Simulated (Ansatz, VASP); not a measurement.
**AlRu in VASP and in Ansatz**

INCAR

```
PREC = Accurate ; ENCUT = 520
EDIFF = 1E-6 ; ISMEAR = -1
SIGMA = 0.1 ; LREAL = F
LASPH = T ; NELM = 100
ALGO = Normal ; ISIF = 2
LWAVE = F ; LCHARG = F
GGA = PE ; NBANDS = 16
```

KPOINTS

```
regular mesh
0
Gamma
  13 13 13
```

Contents of POSCAR:

```
AlRu
1.0
    2.7891262426      0.0000000000      0.0000000000
    0.0000000000      2.7891262426      0.0000000000
    0.0000000000      0.0000000000      2.7891262426
Ru Al
1 1
Direct
    0.0000000000      0.0000000000      0.0000000000
    0.5000000000      0.5000000000      0.5000000000
```

Input for Ansatz:

```yaml
crystal:
  lattice:
    - [2.7891262426, 0.0, 0.0]
    - [0.0, 2.7891262426, 0.0]
    - [0.0, 0.0, 2.7891262426]
  atoms:
    - { symbol: Ru, position: [0.0, 0.0, 0.0] }
    - { symbol: Al, position: [0.5, 0.5, 0.5] }
kpoints:
  mp_grid: { grid: [13, 13, 13] }
scf:
  occupations: { method: fermi_dirac, width: 0.1 }
hamiltonian:
  xc: pbe
  pseudopotentials: { kind: all_electron, lapw: { basis_error: 0.001 } }
output:
  forces: true
  stress: true
  eigenvalues: true
  populations: true
```

Change from the starting cell: volume scaled by 0.8, LAPW.

Alike in both runs: task single point; functional PBE; k mesh 13 × 13 × 13; occupations fermi-dirac, width 0.1 eV; no spin polarisation.

|  | VASP | Ansatz |
| --- | --- | --- |
| version | VASP 6.6.1 | Ansatz 0.2.0 |
| potentials or method | VASP PAW PBE potentials, release 64 (Ru_pv, Al) | all-electron LAPW, scalar-relativistic |
| plane-wave cutoff (eV) | 520 | see its input |

|  | VASP | Ansatz | Ansatz less VASP |
| --- | --- | --- | --- |
| pressure (GPa) | 73.9 | 73.4 | -0.54 |

Ansatz ran all-electron here, so the differences hold the error of VASP's frozen core and of both bases.

Caveats: the cell as given lies far from equilibrium; so large a pressure means that the cell lies far from this level's equilibrium, or that cutoff or potentials fall short (VASP).
